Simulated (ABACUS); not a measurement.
## KCl under changes of volume

One of the cells (28.294 Å³/atom); the others are scaled copies at fixed shape and fractional positions:

```
K Cl
1.0
     3.83920    0.00000    0.00000
     0.00000    3.83920    0.00000
     0.00000    0.00000    3.83920
K Cl
1 1
Cartesian
  0.0000 0.0000 0.0000
  1.9196 1.9196 1.9196
```

Measurements of this composition are mostly on another form, of space group No. 225.

| Item | Value |
| --- | --- |
| Program | ABACUS 3.10.1 |
| Functional | PBEsol |
| Potentials or basis | PseudoDojo NC SR 0.4.1 PBEsol standard |
| Cutoff | 1007 eV |
| Density cutoff | 4027 eV |
| Basis | plane waves |
| k mesh | 7 × 7 × 7 |
| Occupations | fermi-dirac, width 0.05 eV |
| Spin | no spin polarisation |

```tsv
volume (Å³/atom)	energy over the lowest point (meV/atom)	pressure (GPa)	gap on the mesh (eV)
26.596	0.00	-0.4	4.90
27.162	2.12	-0.8	4.81
27.728	5.56	-1.1	4.73
28.294	?	?	?
28.860	15.78	-1.7	4.57
29.426	22.29	-2.0	4.49
29.991	29.59	-2.2	4.43
```

Question: What does the run at 28.294 Å³/atom give?

Answer: Energy over the lowest point 10.16 meV/atom; pressure -1.5 GPa; gap on the mesh 4.64 eV.

Worked out: A Birch-Murnaghan fit of order 3 (a polynomial in V^(-2/3)) to the other rows has its minimum at 26.09 Å³/atom, just outside them, with B0 = V·E''(V) = 22 GPa and B' = 4.8. It gives 10.16 meV/atom at 28.294 Å³/atom, against the run's 10.16, and -dE/dV = -1.5 GPa, against -1.5. A straight line through the other rows of the gap, of slope -3.94 eV per unit of ln V, gives 4.65 eV, against the run's 4.64.

Energies are extrapolated to zero smearing.

Caveats: an odd mesh through Γ misses points on the zone boundary, where band edges often lie.
